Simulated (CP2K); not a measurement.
Crystal: Pb.

```xyz
1
Lattice="3.4289 0.0000 0.0000 -1.1430 3.2328 0.0000 -1.1430 -1.6164 2.7997" Properties=species:S:1:pos:R:3 pbc="T T T"
Pb    0.0000    0.0000    0.0000
```

This isn't the form of Pb at room conditions, which is fcc.

Base run:

| Item | Value |
| --- | --- |
| Program | CP2K 2026.2 |
| Functional | PBEsol |
| Potentials or basis | POTENTIAL_UZH Pb GTH-PBE-q4; TZVP-MOLOPT-PBE-GTH basis |
| Density cutoff | 6123 eV |
| k mesh | 9 × 9 × 9 |
| Occupations | gaussian, width 0.02 eV |
| Spin | no spin polarisation |

Its results: band gap on the k mesh none (metal or under the smearing width); pressure 0.8 GPa.

Problem. The run is repeated on the same cell with these changes: functional from PBEsol to RPBE; ngrids from 5 to 4. What comes out?

Solution. Band gap on the k mesh none (metal or under the smearing width); pressure 1.7 GPa.

Caveats: the potentials were made for another functional, which shifts forces and pressure; the basis of atomic orbitals isn't converged, which shifts pressures, moduli and gaps.
